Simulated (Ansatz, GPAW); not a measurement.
Given: the input of a run of GPAW 26.7.0 (ASE script) on Cu (Copper). 

Contents of run.py:

```python
from ase.dft.bandgap import bandgap
from ase.io import read, write
from ase.units import GPa
from gpaw import GPAW, PW

atoms = read('POSCAR')

calc = GPAW(mode=PW(600),
            xc='PBE',
            kpts={'size': (13, 13, 13), 'gamma': True},
            occupations={'name': 'methfessel-paxton', 'order': 0, 'width': 0.014},
            nbands=14,
            convergence={'density': 1e-05, 'energy': 1e-05},
            maxiter=150,
            txt='gpaw.txt')
atoms.calc = calc
energy = atoms.get_potential_energy()
forces = atoms.get_forces()
stress = atoms.get_stress()
calc.write('gs.gpw')
write('result.traj', atoms)
print(f'Energy: {energy:.6f} eV')
print('Forces (eV/A):')
print(forces.round(4))
print('Stress (GPa):', (stress / GPa).round(3))
print('Fermi level:', round(calc.get_fermi_level(), 4), 'eV')
print(f'Gap: {bandgap(calc)[0]:.4f} eV, direct: {bandgap(calc, direct=True)[0]:.4f} eV')
```

POSCAR

```
Cu
1.0
    0.0000000000      1.8075000000      1.8075000000
    1.8075000000      0.0000000000      1.8075000000
    1.8075000000      1.8075000000      0.0000000000
Cu
1
Direct
    0.0000000000      0.0000000000      0.0000000000
```

Potentials or basis: GPAW PAW data sets (gpaw-data 1.2.1), pw.

The run is started by

```sh
$ OMP_NUM_THREADS=1 python run.py
```

Q: What does the same run look like in Ansatz 0.2.0? Potentials or basis there: all-electron LAPW, scalar-relativistic.

A: As run (cutoffs and basis follow the program's own potentials, and thresholds, step limits or extra output files can differ):

Contents of input.yaml:

```yaml
crystal:
  lattice:
    - [0.0, 1.8075, 1.8075]
    - [1.8075, 0.0, 1.8075]
    - [1.8075, 1.8075, 0.0]
  atoms:
    - { symbol: Cu, position: [0.0, 0.0, 0.0] }
kpoints:
  mp_grid: { grid: [13, 13, 13] }
scf:
  occupations: { method: gaussian, width: 0.014 }
hamiltonian:
  xc: pbe
  pseudopotentials: { kind: all_electron, lapw: { basis_error: 0.001 } }
output:
  forces: true
  stress: true
  eigenvalues: true
```

Potentials or basis: all-electron LAPW, scalar-relativistic.

Run with:

```console
$ ansatz run input.yaml --threads 1 --pin off --max-ram 3072MiB --backend cpu --events-out ev --progress --plain --runs-dir out
```

Both were run:

|  | GPAW | Ansatz |
| --- | --- | --- |
| Pressure | 3.1 GPa | 1.7 GPa |

Where Ansatz's input types no cutoff or centring, it takes its own default and a Γ-centred mesh.

The two runs disagree by more than potentials and bases usually give (in gap, levels, pressure or energy); the cause wasn't traced.

Pressure is positive in compression.
